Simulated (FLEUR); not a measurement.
Input of a FLEUR MaX-R8.1 (later development tree) run:

inp.xml

```xml
<?xml version="1.0" encoding="UTF-8" standalone="no"?>
<fleurInput fleurInputVersion="0.39">
   <comment>
      Co                                                                                                  
   </comment>
   <calculationSetup>
      <cutoffs Kmax="4.11" Gmax="12.8" GmaxXC="12.8" numbands="0"/>
      <scfLoop itmax="60" minDistance="0.00001" maxIterBroyd="15" imix="Anderson" alpha="0.05" precondParam="0.0" spinf="2.0" sdNocoIR="T"/>
      <coreElectrons ctail="T" frcor="F" kcrel="0" coretail_lmax="0"/>
      <xcFunctional name="pbe" relativisticCorrections="F"/>
      <magnetism jspins="2"/>
      <soc l_soc="F" theta="0.0" phi="0.0" spav="F"/>
      <expertModes spex="0" secvar="F"/>
      <geometryOptimization l_f="T" forcealpha="1.0" forcemix="BFGS" epsdisp="0.0005" epsforce="0.0002"/>
      <ldaU l_linMix="F" mixParam="0.05" spinf="1.0"/>
   </calculationSetup>
   <cell>
      <bzIntegration valenceElectrons="34.0" mode="hist" fermiSmearingEnergy="0.00183747">
         <kPointListSelection listName="default-1"/>
         <!-- k-points included here -->
         <xi:include xmlns:xi="http://www.w3.org/2001/XInclude" href="kpts.xml"> </xi:include>
      </bzIntegration>
      <!-- symmetry operations included here -->
      <xi:include xmlns:xi="http://www.w3.org/2001/XInclude" href="sym.xml"> </xi:include>
      <bulkLattice scale="1.0">
         <bravaisMatrix>
            <row-1>    4.6714027970857108     0.0000000000000000     0.0000000000000000</row-1>
            <row-2>   -2.3357013985428554     4.0455534935407949     0.0000000000000000</row-2>
            <row-3>    0.0000000000000000     0.0000000000000000     7.5988610187566321</row-3>
         </bravaisMatrix>
      </bulkLattice>
   </cell>
   <atomSpecies>
      <species name="Cobalt (Co2.000" element="Co" atomicNumber="27">
         <mtSphere radius="2.09" gridPoints="707" logIncrement="0.017"/>
         <atomicCutoffs lmax="9" lnonsphr="7"/>
         <electronConfig flipSpins="F">
            <coreConfig>(1s1/2) (2s1/2) (2p1/2) (2p3/2)</coreConfig>
            <valenceConfig>(3s1/2) (3p1/2) (3p3/2) (4s1/2) (3d3/2) (3d5/2)</valenceConfig>
            <stateOccupation state="(3d3/2)" spinUp="1.5" spinDown="1.3"/>
            <stateOccupation state="(3d5/2)" spinUp="3.0" spinDown="1.2"/>
         </electronConfig>
         <energyParameters s="4" p="4" d="3" f="4"/>
         <lo type="SCLO" l="0" n="3" eDeriv="0"/>
         <lo type="SCLO" l="1" n="3" eDeriv="0"/>
         <lo type="SCLO" l="1" n="3" eDeriv="1"/>
         <lo type="SCLO" l="2" n="3" eDeriv="2"/>
         <lo type="SCLO" l="3" n="4" eDeriv="2"/>
      </species>
   </atomSpecies>
   <atomGroups>
      <atomGroup species="Cobalt (Co2.000">
         <relPos label="                   1">-.3392450000 .3299080000 -.2486895000</relPos>
         <relPos label="                   2">.3392450000 -.3299080000 .2486895000</relPos>
         <force calculate="T" relaxXYZ="TTT"/>
      </atomGroup>
   </atomGroups>
   <output dos="F" band="F" slice="F">
      <checks vchk="F" cdinf="F"/>
      <bandDOS minEnergy="-.5*Htr" maxEnergy="0.5*Htr" sigma="0.015" storeEVData="T"/>
      <vacuumDOS vacdos="F" integ="F" star="F" nstars="0" locx1="0.0" locy1="0.0" locx2="0.0" locy2="0.0" nstm="0" tworkf="0.0"/>
      <unfoldingBand unfoldBand="F" supercellX="1" supercellY="1" supercellZ="1"/>
      <plotting iplot="0" polar="F">
         <plot TwoD="T" vec1="  1.0  0.0  0.0" vec2="  0.0  1.0  0.0" vec3="  0.0  0.0  1.0" zero="  0.0  0.0  0.0" file="plot"/>
      </plotting>
      <chargeDensitySlicing numkpt="0" minEigenval="0.0" maxEigenval="0.0" nnne="0" pallst="F"/>
      <specialOutput eonly="F"/>
      <moessbauerParams electricFieldGradient="T" isomerShift="T" coreHyperfine="T" valenceHyperfine="T"/>
      <magneticCircularDichroism mcd="F" energyLo="-10.0" energyUp="0.0"/>
   </output>
  <!-- We include the file relax.xml here to enable relaxations (see documentation) -->
  <xi:include xmlns:xi="http://www.w3.org/2001/XInclude" href="relax.xml"> <xi:fallback/> </xi:include>
</fleurInput>
```

File crystal.txt:

```
Co
&input cartesian=F /
2.4719999032  0.0000000000  0.0000000000
-1.2359999516  2.1408147143  0.0000000000
0.0000000000  0.0000000000  4.0211440800
1.8897261246
1.0 1.0 1.0

2
27 0.6648460000  0.3127030000  0.7427330000 : 2.000
27 0.3433360000  0.6528870000  0.2401120000 : 2.000

&kpt div1=12 div2=12 div3=7 gamma=T /
```

Potentials or basis: all-electron, FLAPW.

Run with:

```console
$ inpgen -f crystal.txt -profile fastHighL
$ # inp.xml edited to the form shown
$ fleur_MPI
```

Task: Estimate the net moment.

Result: 3.21 μB per cell.

Task: What does it give for the band gap on the k mesh?

Result: None (metal or under the smearing width).

Task: What does it give for the site moments?

Result: Co +1.69 μB.

Core levels (eV from the Fermi level):
```tsv
atom	levels
1 Co	1s1/2 -7584.1, 2s1/2 -891.8, 2p1/2 -772.6, 2p3/2 -757.8
2 Co	1s1/2 -7584.1, 2s1/2 -891.8, 2p1/2 -772.6, 2p3/2 -757.8
```
